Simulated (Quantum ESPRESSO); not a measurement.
# Cu (Fm-3m) in Quantum ESPRESSO: convergence with k mesh

Aim: find how far k mesh must go before the results for Cu settle, at PBE. This setting moves, with any that are tied to it; all else stays.

Program: Quantum ESPRESSO 7.5. These are calculated values, not measurements. Logs are shortened: lines on timing, memory, paths and dates and some standing lists are left out, and cuts for length are marked.

**1. The structure**

Symmetry: Fm-3m, No. 225, cubic system. Conventional cell: a = 3.615 Å, b = 3.615 Å, c = 3.615 Å, α = 90.00°, β = 90.00°, γ = 90.00°. Around Cu (site symmetry m-3m) lie 12 Cu at 2.56 Å.

**2. With k mesh 2 × 2 × 2**

pw.in reads:

```
&CONTROL
  calculation = 'scf'
  prefix = 'pwscf'
  outdir = './tmp'
  pseudo_dir = './pseudo'
  tprnfor = .true.
  tstress = .true.
  disk_io = 'nowf'
/
&SYSTEM
  ibrav = 0
  nat = 1
  ntyp = 1
  ecutwfc = 70
  nbnd = 16
  occupations = 'smearing'
  smearing = 'gaussian'
  degauss = 0.00734986
/
&ELECTRONS
  conv_thr = 2d-10
  electron_maxstep = 120
  mixing_beta = 0.5
/
ATOMIC_SPECIES
Cu    63.5460 Cu_ONCV_PBE-1.2.upf
CELL_PARAMETERS angstrom
   0.0000000000    1.8075000000    1.8075000000
   1.8075000000    0.0000000000    1.8075000000
   1.8075000000    1.8075000000    0.0000000000
ATOMIC_POSITIONS crystal
Cu     0.0000000000    0.0000000000    0.0000000000
K_POINTS automatic
2 2 2 0 0 0
```

Potentials or basis: SG15 PBE 1.2.

On the command line:

```console
$ OMP_NUM_THREADS=1 pw.x -in pw.in > pw.out
```

Run time: 0.73 s. Hardware: 1 thread of Arm Neoverse V1, shared host; peak memory 0.05 GiB.

Results:

```
Free energy            : -4966.8299 eV
Band gap on the k mesh : none (metal or under the smearing width)
```

**3. With k mesh 4 × 4 × 4**

pw.in: that of step 2 with these lines changed.

```diff
@@ -33,2 +33,2 @@
 K_POINTS automatic
-2 2 2 0 0 0
+4 4 4 0 0 0
```

Potentials or basis: SG15 PBE 1.2.

On the command line:

```console
$ OMP_NUM_THREADS=1 pw.x -in pw.in > pw.out
```

Wall time 1.3 s (1 thread of Arm Neoverse V1, shared host); peak memory 0.05 GiB.

What came out:

* Free energy: -4968.7068 eV
* Band gap on the k mesh: none (metal or under the smearing width)

**4. With k mesh 6 × 6 × 6**

pw.in: that of step 3 with these lines changed.

```diff
@@ -33,2 +33,2 @@
 K_POINTS automatic
-4 4 4 0 0 0
+6 6 6 0 0 0
```

On the command line:

```console
$ OMP_NUM_THREADS=1 pw.x -in pw.in > pw.out
```

Wall time 2.4 s (1 thread of Arm Neoverse V1, shared host); peak memory 0.05 GiB.

What came out:

* Free energy: -4968.8039 eV
* Band gap on the k mesh: none (metal or under the smearing width)

**5. With k mesh 8 × 8 × 8**

pw.in: that of step 4 with these lines changed.

```diff
@@ -33,2 +33,2 @@
 K_POINTS automatic
-6 6 6 0 0 0
+8 8 8 0 0 0
```

On the command line:

```console
$ OMP_NUM_THREADS=1 pw.x -in pw.in > pw.out
```

Wall time 4.4 s (1 thread of Arm Neoverse V1, shared host); peak memory 0.05 GiB.

Results:

```
Free energy            : -4968.8367 eV
Band gap on the k mesh : none (metal or under the smearing width)
```

**6. With k mesh 10 × 10 × 10**

pw.in: that of step 5 with these lines changed.

```diff
@@ -33,2 +33,2 @@
 K_POINTS automatic
-8 8 8 0 0 0
+10 10 10 0 0 0
```

Potentials or basis: SG15 PBE 1.2.

On the command line:

```console
$ OMP_NUM_THREADS=1 pw.x -in pw.in > pw.out
```

Run time: 7 s. Hardware: 1 thread of Arm Neoverse V1, shared host; peak memory 0.05 GiB.

The run converged. Its results:

- Free energy: -4968.8532 eV
- Band gap on the k mesh: none (metal or under the smearing width)

**7. With k mesh 12 × 12 × 12**

pw.in: that of step 6 with these lines changed.

```diff
@@ -33,2 +33,2 @@
 K_POINTS automatic
-10 10 10 0 0 0
+12 12 12 0 0 0
```

On the command line:

```console
$ OMP_NUM_THREADS=1 pw.x -in pw.in > pw.out
```

It took 9.9 s on 1 thread of Arm Neoverse V1, shared host; peak memory 0.05 GiB.

Results (log left out):

```yaml
Free_energy: -4968.8642 eV
Band_gap_on_the_k_mesh: none (metal or under the smearing width)
```

**8. With k mesh 13 × 13 × 13**

pw.in: that of step 7 with these lines changed.

```diff
@@ -33,2 +33,2 @@
 K_POINTS automatic
-12 12 12 0 0 0
+13 13 13 0 0 0
```

On the command line:

```console
$ OMP_NUM_THREADS=1 pw.x -in pw.in > pw.out
```

It took 12 s on 1 thread of Arm Neoverse V1, shared host; peak memory 0.05 GiB.

Results (log left out):

```
Free energy            : -4968.8686 eV
Band gap on the k mesh : none (metal or under the smearing width)
```

**9. With k mesh 16 × 16 × 16**

pw.in: that of step 8 with these lines changed.

```diff
@@ -33,2 +33,2 @@
 K_POINTS automatic
-13 13 13 0 0 0
+16 16 16 0 0 0
```

Potentials or basis: SG15 PBE 1.2.

On the command line:

```console
$ OMP_NUM_THREADS=1 pw.x -in pw.in > pw.out
```

Run time: 21 s. Hardware: 1 thread of Arm Neoverse V1, shared host; peak memory 0.05 GiB.

The run converged. Its results:

* Free energy: -4968.8676 eV
* Band gap on the k mesh: none (metal or under the smearing width)

**10. With k mesh 18 × 18 × 18**

pw.in: that of step 9 with these lines changed.

```diff
@@ -33,2 +33,2 @@
 K_POINTS automatic
-16 16 16 0 0 0
+18 18 18 0 0 0
```

Potentials or basis: SG15 PBE 1.2.

On the command line:

```console
$ OMP_NUM_THREADS=1 pw.x -in pw.in > pw.out
```

pw.out:

```text
This program is part of the open-source Quantum ESPRESSO suite
     for quantum simulation of materials; please cite
         "P. Giannozzi et al., J. Phys.:Condens. Matter 21 395502 (2009);
         "P. Giannozzi et al., J. Phys.:Condens. Matter 29 465901 (2017);
         "P. Giannozzi et al., J. Chem. Phys. 152 154105 (2020);
     in publications or presentations arising from this work. More details at

     Message from routine setup:
     using ibrav=0 with symmetry is DISCOURAGED, use correct ibrav instead

     G-vector sticks info
     --------------------
     sticks:   dense  smooth     PW     G-vecs:    dense   smooth      PW
     Sum         439     439    151                 6231     6231    1243

     Using Slab Decomposition

     bravais-lattice index     =            0
     lattice parameter (alat)  =       4.8305  a.u.
     unit-cell volume          =      79.7006 (a.u.)^3
     number of atoms/cell      =            1
     number of atomic types    =            1
     number of electrons       =        19.00
     number of Kohn-Sham states=           16
     kinetic-energy cutoff     =      70.0000  Ry
     charge density cutoff     =     280.0000  Ry
     scf convergence threshold =      2.0E-10
     mixing beta               =       0.5000
     number of iterations used =            8  plain     mixing
     Exchange-correlation= PBE
                           (   1   4   3   4   0   0   0)

     celldm(1)=   4.830501  celldm(2)=   0.000000  celldm(3)=   0.000000
     celldm(4)=   0.000000  celldm(5)=   0.000000  celldm(6)=   0.000000

     crystal axes: (cart. coord. in units of alat)
               a(1) = (   0.000000   0.707107   0.707107 )
               a(2) = (   0.707107   0.000000   0.707107 )
               a(3) = (   0.707107   0.707107   0.000000 )

     reciprocal axes: (cart. coord. in units 2 pi/alat)
               b(1) = ( -0.707107  0.707107  0.707107 )
               b(2) = (  0.707107 -0.707107  0.707107 )
               b(3) = (  0.707107  0.707107 -0.707107 )

     PseudoPot. # 1 for Cu read from file:
     Cu_ONCV_PBE-1.2.upf
     Pseudo is Norm-conserving, Zval = 19.0
     Generated using ONCVPSP code by D. R. Hamann
     Using radial grid of  602 points,  6 beta functions with:
                l(1) =   0
                l(2) =   0
                l(3) =   1
                l(4) =   1
                l(5) =   2
                l(6) =   2

     atomic species   valence    mass     pseudopotential
     Cu               19.00    63.54600     Cu( 1.00)

     48 Sym. Ops., with inversion, found

   Cartesian axes

     site n.     atom                  positions (alat units)
         1        Cu     tau(   1) = (   0.0000000   0.0000000   0.0000000  )

     number of k points=   195  Gaussian smearing, width (Ry)=  0.0073

     Number of k-points >= 100: set verbosity='high' to print them.

     Dense  grid:     6231 G-vectors     FFT dimensions: (  25,  25,  25)

     Initial potential from superposition of free atoms

     starting charge      18.9734, renormalised to      19.0000
     Starting wfcs are random

     Self-consistent Calculation

     iteration #  1     ecut=    70.00 Ry     beta= 0.50
     Davidson diagonalization with overlap
     ethr =  1.00E-02,  avg # of iterations =  8.3

     Threshold (ethr) on eigenvalues was too large:
     Diagonalizing with lowered threshold

     Davidson diagonalization with overlap
     ethr =  3.22E-05,  avg # of iterations =  4.1

     total energy              =    -365.20314903 Ry
     estimated scf accuracy    <       0.00752517 Ry

     iteration #  2     ecut=    70.00 Ry     beta= 0.50
     Davidson diagonalization with overlap
     ethr =  3.96E-05,  avg # of iterations =  1.9

     total energy              =    -365.20457317 Ry
     estimated scf accuracy    <       0.00251197 Ry

     iteration #  3     ecut=    70.00 Ry     beta= 0.50
     Davidson diagonalization with overlap
     ethr =  1.32E-05,  avg # of iterations =  1.1

     total energy              =    -365.20502065 Ry
     estimated scf accuracy    <       0.00018751 Ry
[... 19 lines left out ...]
     total energy              =    -365.20505271 Ry
     estimated scf accuracy    <          2.8E-09 Ry

     iteration #  7     ecut=    70.00 Ry     beta= 0.50
     Davidson diagonalization with overlap
     ethr =  1.50E-11,  avg # of iterations =  3.0

     total energy              =    -365.20505271 Ry
     estimated scf accuracy    <          1.9E-09 Ry

     iteration #  8     ecut=    70.00 Ry     beta= 0.50
     Davidson diagonalization with overlap
     ethr =  1.01E-11,  avg # of iterations =  1.0

     End of self-consistent calculation

     Number of k-points >= 100: set verbosity='high' to print the bands.

     the Fermi energy is    17.5632 ev

!    total energy              =    -365.20505271 Ry
     estimated scf accuracy    <          1.3E-10 Ry
     smearing contrib. (-TS)   =      -0.00011072 Ry
     internal energy E=F+TS    =    -365.20494199 Ry

     The total energy is F=E-TS. E is the sum of the following terms:
     one-electron contribution =    -196.26981722 Ry
     hartree contribution      =     108.21960451 Ry
     xc contribution           =     -34.86985142 Ry
     ewald contribution        =    -242.28487785 Ry

     convergence has been achieved in   8 iterations

     Forces acting on atoms (cartesian axes, Ry/au):

     atom    1 type  1   force =     0.00000000    0.00000000    0.00000000

     Total force =     0.000000     Total SCF correction =     0.000000

     Computing stress (Cartesian axis) and pressure

          total   stress  (Ry/bohr**3)                   (kbar)     P=     -130.12
  -0.00088457  -0.00000000  -0.00000000         -130.12       -0.00       -0.00
  -0.00000000  -0.00088457  -0.00000000           -0.00     -130.12       -0.00
  -0.00000000  -0.00000000  -0.00088457           -0.00       -0.00     -130.12

=------------------------------------------------------------------------------=
   JOB DONE.
=------------------------------------------------------------------------------=
```

It took 28 s on 1 thread of Arm Neoverse V1, shared host; peak memory 0.06 GiB.

What came out:

```yaml
Free_energy: -4968.8679 eV
Band_gap_on_the_k_mesh: none (metal or under the smearing width)
```

**11. Result**

| k mesh | energy less the tightest run, at zero smearing (meV/atom) | SCF cycles | CPU time (s) | peak memory (GiB) |
| --- | --- | --- | --- | --- |
| 2 × 2 × 2 | 2050.50 | 12 | 0.73 | 0.05 |
| 4 × 4 × 4 | 162.65 | 8 | 1.3 | 0.05 |
| 6 × 6 × 6 | 66.22 | 7 | 2.4 | 0.05 |
| 8 × 8 × 8 | 31.93 | 8 | 4.4 | 0.05 |
| 10 × 10 × 10 | 15.36 | 8 | 7 | 0.05 |
| 12 × 12 × 12 | 3.60 | 7 | 9.9 | 0.05 |
| 13 × 13 × 13 | -0.60 | 8 | 12 | 0.05 |
| 16 × 16 × 16 | 0.33 | 8 | 21 | 0.05 |
| 18 × 18 × 18 | 0.00 | 8 | 28 | 0.06 |

Against the tightest run, the energy stays within 1 meV/atom from 13 × 13 × 13 on. Meshes of other sizes hit other points, so gaps and Fermi surfaces needn't settle smoothly. The tightest run that finished is the yardstick and may itself not be fully converged.
